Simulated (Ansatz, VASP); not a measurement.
# Two plane-wave programs on CuAu

```
Au Cu
1.0
     2.77276    0.00000    0.00000
     0.00000    2.77276    0.00000
     0.00000    0.00000    3.63520
Au Cu
1 1
Cartesian
  0.0000 0.0000 0.0000
  1.3864 1.3864 1.8176
```

Alike in both runs: task single point; functional LDA; k mesh 9 × 9 × 7; occupations fermi-dirac, width 0.05 eV; no spin polarisation.

|  | VASP | Ansatz |
| --- | --- | --- |
| version | VASP 6.6.1 | Ansatz 0.2.0 |
| potentials or method | VASP PAW LDA potentials, release 64 (Au, Cu) | Ansatz PAW |
| plane-wave cutoff (eV) | 520 | 420 |
| valence electrons in the cell | 22 | 38 |

```tsv
	VASP	Ansatz	Ansatz less VASP
gap on the k mesh at the Fermi level (eV)	none	none	-
pressure (GPa)	-2.0	-2.6	-0.58
largest component of the traceless stress (GPa)	0.59	0.57	-0.021
```

A gap of «none» marks a metal or a gap that the smearing closes. The two sets of potentials don't hold the same shells in valence.

Caveats: the PAW data sets come from PBE, with cores solved anew for the run's functional, which leaves a small shift of forces and pressure (Ansatz). Spin-orbit coupling is left out, which matters for the levels of Au.
